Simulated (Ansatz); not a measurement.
Input and command of a plane-wave DFT calculation in Ansatz:

```yaml
crystal:
  lattice:
    - [0.0, 2.9653849225, 3.8550003993]
    - [2.9653849225, 0.0, 3.8550003993]
    - [2.9653849225, 2.9653849225, 0.0]
  atoms:
    - { symbol: Na, position: [0.0, 0.0, 0.0] }
    - { symbol: I, position: [0.5, 0.5, 0.5] }
basis:
  ecutwfc: 420
kpoints:
  mp_grid: { grid: [8, 8, 8] }
hamiltonian:
  xc: pbe
scf:
  occupations: { method: gaussian, width: 0.05 }
output:
  forces: true
  stress: true
  eigenvalues: true
```

```bash
ansatz run input.yaml --threads 1 --pin off --max-ram 1228MiB --backend cpu --events-out ev --progress --plain --runs-dir out
```

Processor: Arm Neoverse N1, 1 thread, on a host shared with other jobs.

Question: Estimate time, memory and problem size.

Answer: About 7.3 s on 1 thread of Arm Neoverse N1, with other jobs on the host, peak memory 0.39 GiB. It solves 17 bands at 59 k points (the mesh reduced by the symmetry that the task leaves, which can be less than the crystal's) with about 1313 plane waves, in 8 SCF iterations.
